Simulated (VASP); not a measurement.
Wanted: the native input for a VASP 6.6.1 run.

| Property | Result |
| --- | --- |
| Task | single point |
| Functional | PBE |
| Dispersion | D3(BJ) |
| Potentials or basis | VASP PAW PBE potentials, release 64 (Sn_d, O) |
| Cutoff | 520 eV |
| k mesh | 6 × 6 × 2 |
| Occupations | gaussian, width 0.1 eV |
| Spin | no spin polarisation |
| Dipole correction | no |
| Further INCAR settings | ALGO = Fast; EDIFF = 1e-06; NBANDS = 50 |

The structure of SnO lies in POSCAR:

```
SnO
1.0
    2.5000000000     -2.8600000000      0.0000000000
    2.5000000000      2.8600000000      0.0000000000
    0.0000000000      0.0000000000     11.1200000000
Sn O
4 4
Direct
    0.0000000000      0.0000000000      0.0000000000
    0.0000000000      0.0000000000      0.5000000000
    0.5590000000      0.4410000000      0.2540000000
    0.4410000000      0.5590000000      0.7540000000
    0.9300000000      0.4300000000      0.3800000000
    0.0700000000      0.5700000000      0.8800000000
    0.5700000000      0.0700000000      0.3800000000
    0.4300000000      0.9300000000      0.8800000000
```

One way to write it, as run:

INCAR

```
PREC = Accurate ; ENCUT = 520
EDIFF = 1E-6 ; ISMEAR = 0
SIGMA = 0.1 ; LREAL = F
LASPH = T ; NELM = 100
ALGO = Fast ; ISIF = 2
LWAVE = F ; LCHARG = F
GGA = PE ; IVDW = 12
NBANDS = 50
```

KPOINTS

```
regular mesh
0
Gamma
  6 6 2
```

Potentials or basis: VASP PAW PBE potentials, release 64 (Sn_d, O).

The run is started by

```console
$ cat potpaw_PBE.64/Sn_d/POTCAR potpaw_PBE.64/O/POTCAR > POTCAR
$ mpirun -np 1 vasp_std > vasp.out
```

Results of the run:

* Pressure: 8.7 GPa
* Largest force: 8.876 eV/Å
* Band gap on the k mesh: none (metal or under the smearing width)
* Dispersion energy per atom: -0.208 eV

Caveat: pairwise dispersion overbinds metals, which lowers pressure and volume; forces of over 1 eV/Å show positions far from the minimum, so gaps and moduli don't describe the material at rest.

It took 2.4 min on 1 thread of AMD EPYC 9R45 96-Core Processor (Zen 5), with other jobs on the host, peak memory 0.3 GiB.
